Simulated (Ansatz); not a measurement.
# Two Ansatz runs on PbSe

The cell is COD entry 9008695, as deposited and not checked against the literature; nothing was relaxed. The listed cell was then made from it by scaling, straining or moving an atom.

First run: DFT, PBE, all-electron PAW with datasets made for the crystal, scalar-relativistic (Ansatz 0.2.0).

Command: `ansatz run input.yaml --threads 1 --pin off --max-ram 2048MiB --backend cpu --events-out ev --progress --plain --runs-dir out` The run took 7.7 s on 1 thread of Intel(R) Xeon(R) 6975P-C (Granite Rapids), with other jobs on the host, peak memory 0.55 GiB.

```yaml
crystal:
  lattice:
    - [0.0, 3.06215, 3.06215]
    - [3.06215, 0.0, 3.06215]
    - [3.06215, 3.06215, 0.0]
  atoms:
    - { symbol: Pb, position: [0.0, 0.0, 0.0] }
    - { symbol: Se, position: [0.5047136816, 0.5047136816, 0.5047136816] }
kpoints:
  mp_grid: { grid: [9, 9, 9] }
scf:
  occupations: { method: fermi_dirac, width: 0.01 }
hamiltonian:
  xc: pbe
  pseudopotentials: { kind: all_electron, datasets: crystal }
output:
  forces: true
  stress: true
  eigenvalues: true
  efg: { contact_densities: true }
```

Result: converged; pressure 2.37 GPa; largest force 0.033 eV/Å; gap on the k mesh 0.70 eV (the mesh can miss the band edges); 9 SCF iterations.

No spin–orbit coupling, which matters for the heavy atoms here.

The input is then changed:

```diff
@@ -8,7 +8,8 @@
     - { symbol: Se, position: [0.5047136816, 0.5047136816, 0.5047136816] }
 kpoints:
-  mp_grid: { grid: [9, 9, 9] }
+  mp_grid: { grid: [7, 7, 7] }
 scf:
   occupations: { method: fermi_dirac, width: 0.01 }
+  lower_state_search: standard
 hamiltonian:
   xc: pbe
```

(1) Predict the outcome of the changed run.

Answers

(1) It converged; energy at zero smearing -0.9 meV/atom from the first run; pressure 2.33 GPa; largest force 0.031 eV/Å; gap on the k mesh 0.87 eV (the mesh can miss the band edges); 9 SCF iterations. Some of these settings are too coarse for converged properties.
